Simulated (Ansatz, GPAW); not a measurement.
## ZnS: programs and potentials compared

```
Zn S
1.0
     0.00000    2.70200    2.70200
     2.70200    0.00000    2.70200
     2.70200    2.70200    0.00000
Zn S
1 1
Direct
  0.75000 0.75000 0.75000
  0.00000 0.00000 0.00000
```

Alike in all runs: task single point; functional PBE; k mesh 9 × 9 × 9; occupations gaussian, width 0.022 eV; no spin polarisation; no spin-orbit coupling. Pressure is positive in compression and, in plane waves, holds the error of the finite cutoff, which Ansatz's Pulay term estimates and takes out.

| program and potentials | plane-wave cutoff (eV) | notes | pressure (GPa) |
| --- | --- | --- | --- |
| Ansatz, Ansatz PAW | 420 | Pulay term of +0.07 GPa included | 1.60 |
| Ansatz, all-electron LAPW, scalar-relativistic | - | - | 1.61 |
| GPAW, GPAW PAW data sets (gpaw-data 1.2.1) | 600 | - | ? |

Problem. Estimate from the other rows what the run with GPAW, GPAW PAW data sets (gpaw-data 1.2.1) gave.

Solution. Pressure 1.62 GPa. The other rows, which needn't bracket it: pressure 1.60 to 1.61.
